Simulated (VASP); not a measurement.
# Ni (Fm-3m) in VASP: a series of runs, part 2 of 2

VASP 6.6.1. Earlier steps stand in the parts before.

### 4 Band structure, PW91, collinear spin, ferromagnetic start

INCAR reads:

```
PREC = Accurate
ENCUT = 520
EDIFF = 1E-7
ISMEAR = -1
SIGMA = 0.05
LREAL = F
LASPH = T
NELM = 100
ALGO = Normal
ISIF = 2
LWAVE = F
LCHARG = F
ISPIN = 2
MAGMOM = 1
LORBIT = 11
LMAXMIX = 4
GGA = 91
```

KPOINTS reads:

```
Automatic mesh
0
Gamma
  13 13 13
```

POSCAR reads:

```
Ni
1.0
    0.0000000000      1.7375729330      1.7375729330
    1.7375729330      0.0000000000      1.7375729330
    1.7375729330      1.7375729330      0.0000000000
Ni
1
Direct
    0.0000000000      0.0000000000      0.0000000000
```

KPOINTS_OPT reads:

```
path GXWKGLUWLK,UX
15
line-mode
reciprocal
 0.0000000000  0.0000000000  0.0000000000  G
 0.5000000000  0.0000000000  0.5000000000  X

 0.5000000000  0.0000000000  0.5000000000  X
 0.5000000000  0.2500000000  0.7500000000  W

 0.5000000000  0.2500000000  0.7500000000  W
 0.3750000000  0.3750000000  0.7500000000  K

 0.3750000000  0.3750000000  0.7500000000  K
 0.0000000000  0.0000000000  0.0000000000  G

 0.0000000000  0.0000000000  0.0000000000  G
 0.5000000000  0.5000000000  0.5000000000  L

 0.5000000000  0.5000000000  0.5000000000  L
 0.6250000000  0.2500000000  0.6250000000  U

 0.6250000000  0.2500000000  0.6250000000  U
 0.5000000000  0.2500000000  0.7500000000  W

 0.5000000000  0.2500000000  0.7500000000  W
 0.5000000000  0.5000000000  0.5000000000  L

 0.5000000000  0.5000000000  0.5000000000  L
 0.3750000000  0.3750000000  0.7500000000  K

 0.6250000000  0.2500000000  0.6250000000  U
 0.5000000000  0.0000000000  0.5000000000  X
```

Run with:

```bash
$ cat potpaw_PBE.64/Ni/POTCAR > POTCAR
$ mpirun -np 1 vasp_std > vasp.out
```

Wall time 38 s (1 thread of AMD EPYC 7R13 (Zen 3), shared host); peak memory 0.12 GiB.

It converged, with:

```
Free energy                                           : -5.4641 eV
Pressure                                              : 8.3 GPa
Band gap along the path                               : none (metal or under the smearing width)
Net moment                                            : 0.62 μB per cell
Site moments                                          : Ni +0.62 μB
Valence electrons inside the program's atomic spheres : Ni 9.39
```

Caveat: the PAW data sets were made with another functional, which shifts forces and pressure a little.

### 5 Band structure, AM05, collinear spin, ferromagnetic start

POSCAR is that of step 4.

INCAR.step1 reads:

```
SYSTEM = Ni
PREC = Accurate
ENCUT = 520
EDIFF = 1E-6
ISMEAR = -1
SIGMA = 0.05
LREAL = .False.
LASPH = .True.
NELM = 120
ALGO = Fast
ISIF = 2
LWAVE = .False.
LCHARG = .True.
ISPIN = 2
MAGMOM = 1
LORBIT = 11
LMAXMIX = 4
GGA = AM
```

KPOINTS.step1 reads:

```
Automatic mesh
0
Gamma
  13 13 13
  0 0 0
```

INCAR.step2 reads:

```
SYSTEM = Ni
PREC = Accurate
ENCUT = 520
EDIFF = 1E-6
ISMEAR = 0
SIGMA = 0.05
LREAL = .False.
LASPH = .True.
NELM = 120
ALGO = Fast
ISIF = 2
LWAVE = .False.
LCHARG = .False.
ISPIN = 2
MAGMOM = 1
LORBIT = 11
LMAXMIX = 4
GGA = AM
ICHARG = 11
```

KPOINTS.step2 reads:

```
path GXWKGLUWLK,UX
20
line-mode
reciprocal
 0.0000000000  0.0000000000  0.0000000000  G
 0.5000000000  0.0000000000  0.5000000000  X

 0.5000000000  0.0000000000  0.5000000000  X
 0.5000000000  0.2500000000  0.7500000000  W

 0.5000000000  0.2500000000  0.7500000000  W
 0.3750000000  0.3750000000  0.7500000000  K

 0.3750000000  0.3750000000  0.7500000000  K
 0.0000000000  0.0000000000  0.0000000000  G

 0.0000000000  0.0000000000  0.0000000000  G
 0.5000000000  0.5000000000  0.5000000000  L

 0.5000000000  0.5000000000  0.5000000000  L
 0.6250000000  0.2500000000  0.6250000000  U

 0.6250000000  0.2500000000  0.6250000000  U
 0.5000000000  0.2500000000  0.7500000000  W

 0.5000000000  0.2500000000  0.7500000000  W
 0.5000000000  0.5000000000  0.5000000000  L

 0.5000000000  0.5000000000  0.5000000000  L
 0.3750000000  0.3750000000  0.7500000000  K

 0.6250000000  0.2500000000  0.6250000000  U
 0.5000000000  0.0000000000  0.5000000000  X
```

Potentials or basis: VASP PAW PBE potentials, release 64 (Ni).

Run with:

```bash
$ cat potpaw_PBE.64/Ni/POTCAR > POTCAR
$ cp INCAR.step1 INCAR
$ cp KPOINTS.step1 KPOINTS
$ mpirun -np 1 vasp_std > vasp.out
$ cp INCAR.step2 INCAR
$ cp KPOINTS.step2 KPOINTS
$ mpirun -np 1 vasp_std > vasp.out
```

OUTCAR:

```text
SYSTEM = Ni
   PREC = Accurate
   ENCUT = 520
   EDIFF = 1E-6
   ISMEAR = 0
   LREAL = .False.
   LASPH = .True.
   NELM = 120
   ISIF = 2
   ISPIN = 2
   LORBIT = 11
   GGA = AM
   ICHARG = 11

 ion  position               nearest neighbor table
   1  0.000  0.000  0.000-

  LATTYP: Found a face centered cubic cell.
 ALAT       =     3.4751458660

  Lattice vectors:

 A1 = (   0.0000000000,   1.7375729330,   1.7375729330)
 A2 = (   1.7375729330,   0.0000000000,   1.7375729330)
[... 827 lines left out ...]
  -------------------------------------------------------------------------------------
  Total       13.7761770     13.7761770     13.7761770      0.0000000     -0.0000000      0.0000000
  in kB     2103.6823903   2103.6823903   2103.6823903      0.0000000     -0.0000000      0.0000000
  external PRESSURE =    2103.6823903 kB  Pullay stress =       0.0000000 kB

 VOLUME and BASIS-vectors are now :
 -----------------------------------------------------------------------------
  energy-cutoff  :      520.00
  volume of cell :       10.49
      direct lattice vectors                 reciprocal lattice vectors
     0.000000000  1.737572933  1.737572933    -0.287757705  0.287757705  0.287757705
     1.737572933  0.000000000  1.737572933     0.287757705 -0.287757705  0.287757705
     1.737572933  1.737572933  0.000000000     0.287757705  0.287757705 -0.287757705

 POSITION                                       TOTAL-FORCE (eV/Angst)
 -----------------------------------------------------------------------------------
      0.00000      0.00000      0.00000         0.000000      0.000000     -0.000000
 -----------------------------------------------------------------------------------
    total drift:                                0.000000     -0.000000      0.000000

  FREE ENERGIE OF THE ION-ELECTRON SYSTEM (eV)
  ---------------------------------------------------
  free  energy   TOTEN  =        -5.0787172076 eV

  energy  without entropy=       -5.0746606017  energy(sigma->0) =       -5.07668890

 total charge

# of ion       s       p       d       tot
------------------------------------------
    1        0.385   0.478   8.557   9.419

 magnetization (x)

# of ion       s       p       d       tot
------------------------------------------
    1       -0.006  -0.026   0.586   0.553
```

OUTCAR.step1:

```text
SYSTEM = Ni
   PREC = Accurate
   ENCUT = 520
   EDIFF = 1E-6
   ISMEAR = -1
   LREAL = .False.
   LASPH = .True.
   NELM = 120
   ISIF = 2
   ISPIN = 2
   LORBIT = 11
[... 865 lines left out ...]
    total drift:                                0.000000     -0.000000      0.000000

  FREE ENERGIE OF THE ION-ELECTRON SYSTEM (eV)
  ---------------------------------------------------
  free  energy   TOTEN  =        -5.9023230561 eV

  energy  without entropy=       -5.8889791716  energy(sigma->0) =       -5.89565111

 total charge

# of ion       s       p       d       tot
------------------------------------------
    1        0.514   0.535   8.326   9.375

 magnetization (x)

# of ion       s       p       d       tot
------------------------------------------
    1       -0.006  -0.022   0.657   0.629
```

It took 38 s on 1 thread of AMD EPYC 7R13 (Zen 3), shared host; peak memory 0.12 GiB.

What came out:

```
Band gap along the path : none (metal or under the smearing width)
Net moment              : 0.62 μB per cell
```

Caveat: the log is that of the step along the path at fixed density, whose energy, stress, charges and moments have no meaning; the PAW data sets were made with another functional, which shifts forces and pressure a little.

### 6 Overview

```csv
level,moment (μB)
revPBE,0.62
BLYP,0.61
PW91,0.62
AM05,0.62
```

Alike in all rows: task band structure; potentials or basis VASP PAW PBE potentials, release 64 (Ni); spin collinear, ferromagnetic start; cell as given; k mesh 13 × 13 × 13; cutoff (eV) 520; smearing fermi-dirac 0.05 eV.

Caveats: the PAW data sets were made with another functional, which shifts forces and pressure a little.

Total energies depend on the potentials used, so only differences within one code and one set of settings carry meaning.
